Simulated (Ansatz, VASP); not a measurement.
One calculation of AlNi, two programs

```
CELL_PARAMETERS angstrom
2.88100 0.00000 0.00000
0.00000 2.88100 0.00000
0.00000 0.00000 2.88100
ATOMIC_POSITIONS crystal
Ni 0.50000 0.50000 0.50000
Al 0.00000 0.00000 0.00000
```

Alike in both runs: task relaxation of cell and atoms; functional RPBE; dispersion D4; k mesh 9 × 9 × 9; occupations fermi-dirac, width 0.05 eV; collinear spin.

|  | VASP | Ansatz |
| --- | --- | --- |
| version | VASP 6.6.1 | Ansatz 0.2.0 |
| potentials or method | VASP PAW PBE potentials, release 64 (Ni, Al), cutoff 600 eV | all-electron LAPW, scalar-relativistic |

```csv
,VASP,Ansatz,Ansatz less VASP
net moment per atom (μB),0.00,0.00,0.000
relaxed volume (Å³/atom),11.58,11.59,+0.011
relaxed cell length with the largest relative difference (Å),2.851,2.852,+0.0009
energy change over the relaxation (meV/atom),-6,-6,+0.4
```

Ansatz ran all-electron here, so the differences hold the error of VASP's frozen core and of both bases.

Caveats: the PAW data sets were made with another functional, which shifts forces and pressure a little (VASP); pairwise dispersion overbinds metals, which lowers pressure and volume (VASP); the starting moments weren't kept (Ansatz).
